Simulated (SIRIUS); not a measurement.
The system is CuO.

```
Cu O
1.0
     2.83633    0.00000    0.00000
    -1.41816    2.45633    0.00000
     0.00000    0.00000    2.76811
Cu O
1 1
Direct
  0.00000 0.00000 0.00000
  0.66667 0.33333 0.50000
```

Measurements of this composition are mostly on another form, of space group No. 15.

Base run:

| Property | Result |
| --- | --- |
| Program | SIRIUS 7.10.0 |
| Functional | LDA |
| Potentials or basis | PseudoDojo 0.4.1 PBE standard (scalar relativistic) |
| Cutoff | 1254 eV |
| Density cutoff | 5016 eV |
| k mesh | 9 × 9 × 8 |
| Occupations | fermi-dirac, width 0.05 eV |
| Spin | no spin polarisation |

Its results: band gap on the k mesh none (metal or under the smearing width); pressure -16.9 GPa.

Q: After a change of settings the same cell gave: band gap on the k mesh none (metal or under the smearing width); pressure -7.0 GPa. Which change was it?
A. functional from LDA to EV93PW91; libxc names from ["XC_LDA_X", "XC_LDA_C_PW"] to ["XC_GGA_X_EV93", "XC_GGA_C_PW91"]
B. functional from LDA to RPBE; libxc names from ["XC_LDA_X", "XC_LDA_C_PW"] to ["XC_GGA_X_RPBE", "XC_GGA_C_PBE"]
C. functional from LDA to PBEsol; libxc names from ["XC_LDA_X", "XC_LDA_C_PW"] to ["XC_GGA_X_PBE_SOL", "XC_GGA_C_PBE_SOL"]
D. functional from LDA to PBEint; libxc names from ["XC_LDA_X", "XC_LDA_C_PW"] to ["XC_GGA_X_PBEINT", "XC_GGA_C_PBEINT"]

A: D.

Caveats: the potentials were made for another functional, which shifts forces and pressure; an odd number of electrons without spin polarisation forces a metal; a magnetic or distorted state may lie lower; the run has no spin polarisation, though such a crystal can be magnetic; semilocal functionals often make such compounds metallic where correlation or magnetic order opens a gap, which also shifts bond lengths.

Runs at the PBE level aren't shown here.
